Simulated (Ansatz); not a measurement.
MnO:

```
Mn O
1.0
     0.00000    2.22391    2.22391
     2.22391    0.00000    2.22391
     2.22391    2.22391    0.00000
Mn O
1 1
Cartesian
  0.0000 0.0000 0.0000
  2.2239 2.2239 2.2239
```

The cell is a database's computed one.

```yaml
Program: Ansatz 0.2.0
Task: relaxation of cell and atoms
Functional: revPBE
Dispersion: D3(BJ)
Potentials_or_basis: Ansatz PAW
Cutoff: "420 eV (not typed: the program's choice for these potentials)"
k_mesh: 10 × 10 × 10
Occupations: fermi-dirac, width 0.05 eV
Spin: collinear spin, ferromagnetic start
Starting_moments: "[4.0, 0.0] μB"
```

At the start: volume 11.00 Å³/atom.

Question: Where does the relaxation end?

Answer: It ends after 13 steps and the volume is 11.05 Å³/atom (+0.4 %); space group Fm-3m (No. 225, to 0.05 Å); moment 4.82 μB per cell.

Step by step:
```
step  energy change (eV)  largest force (eV/Å)  volume (Å³)
   1              0.0000                0.0000        22.00
   2             -0.0416                0.0000        22.79
   3             -0.0436                0.0000        22.76
   4             -0.0665                0.0000        22.28
   5             -0.0666                0.0000        22.28
   6             -0.0667                0.0000        22.28
   7             -0.0668                0.0000        22.27
   8             -0.0726                0.0000        22.12
   9             -0.0731                0.0000        22.09
  10             -0.0731                0.0000        22.10
  11             -0.0731                0.0000        22.10
  12             -0.0731                0.0000        22.10
  13             -0.0736                0.0000        22.10
```

Final structure:
```
CELL_PARAMETERS angstrom
0.00000 2.22720 2.22720
2.22720 0.00000 2.22720
2.22720 2.22720 0.00000
ATOMIC_POSITIONS crystal
Mn 0.00000 0.00000 0.00000
O 0.50000 0.50000 0.50000
```

Caveat: the plane-wave basis is chosen anew once the cell has moved, so the energies of steps on either side of that aren't comparable; the pressure holds a Pulay correction of +0.6 GPa for the finite cutoff; a cell with one magnetic atom can't hold antiferromagnetic order, which such compounds often take; the PAW data sets come from PBE, with cores solved anew for the run's functional, which leaves a small shift of forces and pressure.
